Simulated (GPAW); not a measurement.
The system is MnO.

```
CELL_PARAMETERS angstrom
0.00000 2.22200 2.22200
2.22200 0.00000 2.22200
2.22200 2.22200 0.00000
ATOMIC_POSITIONS crystal
Mn 0.00000 0.00000 0.00000
O 0.50000 0.50000 0.50000
```

Program: GPAW 26.7.0. Alike in all runs: task single point; cell as given; k mesh 7 × 7 × 7; cutoff (eV) 800; smearing gaussian 0.05 eV.

Task: Order these runs on this cell by their pressure, lowest first.
A. level LDA+U; potentials or basis the program's PAW data sets (release 1.2.1) made for this functional, pw; spin collinear, ferromagnetic start; U Mn d U = 5 eV; fixed moment (μB) 1.0
B. level r2SCAN+U; potentials or basis GPAW PAW data sets (gpaw-data 1.2.1), pw; spin collinear, zero start; U Mn d U = 5 eV
C. level r2SCAN+U; potentials or basis GPAW PAW data sets (gpaw-data 1.2.1), pw; spin collinear, ferromagnetic start; U Mn d U = 6 eV
D. level LDA+U; potentials or basis the program's PAW data sets (release 1.2.1) made for this functional, pw; spin collinear, zero start; U Mn d U = 7 eV

Result: A (-38.3 GPa), D (-34.2 GPa), B (-25.9 GPa), C (8.1 GPa).

Caveats: the PAW data sets were made with another functional, which shifts forces and pressure a little (some runs); a cell with one magnetic atom can't hold antiferromagnetic order, which such compounds often take (some runs); the run has no moments, though such compounds are often magnetic (some runs); a magnetic state may lie lower (some runs); a pressure of tens of GPa on the cell as given is suspect, and the run, the potentials or the cell itself is likely at fault (some runs); the total moment is fixed, so each spin has its own Fermi level (some runs).
